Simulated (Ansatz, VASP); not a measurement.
**CoSi in VASP and in Ansatz**

```
Co Si
1.0
     4.38300    0.00000    0.00000
     0.00000    4.38300    0.00000
     0.00000    0.00000    4.38300
Co Si
4 4
Direct
  0.14569 0.14569 0.14569
  0.35431 0.85431 0.64569
  0.64569 0.35431 0.85431
  0.85431 0.64569 0.35431
  0.84363 0.84363 0.84363
  0.65637 0.15637 0.34363
  0.34363 0.65637 0.15637
  0.15637 0.34363 0.65637
```

Alike in both runs: task single point; functional PBE; k mesh 6 × 6 × 6; occupations fermi-dirac, width 0.02 eV; no spin polarisation.

|  | VASP | Ansatz |
| --- | --- | --- |
| version | VASP 6.6.1 | Ansatz 0.2.0 |
| potentials or method | VASP PAW PBE potentials, release 64 (Co, Si) | plane waves, PAW |
| plane-wave cutoff (eV) | 520 | 420 |
| valence electrons in the cell | 52 | 84 |

```tsv
	VASP	Ansatz	Ansatz less VASP
pressure (GPa)	7.6	7.7	+0.09
rms of the force components (eV/Å)	0.013	0.012	-0.0009
```

Atom by atom the forces differ by 0.001 eV/Å (rms over components). The functional is the same, so the differences come from potentials, cutoffs and numerics. The two sets of potentials don't hold the same shells in valence.

Spin polarisation is off, so any magnetic state and its effect on volume and gap are missing.
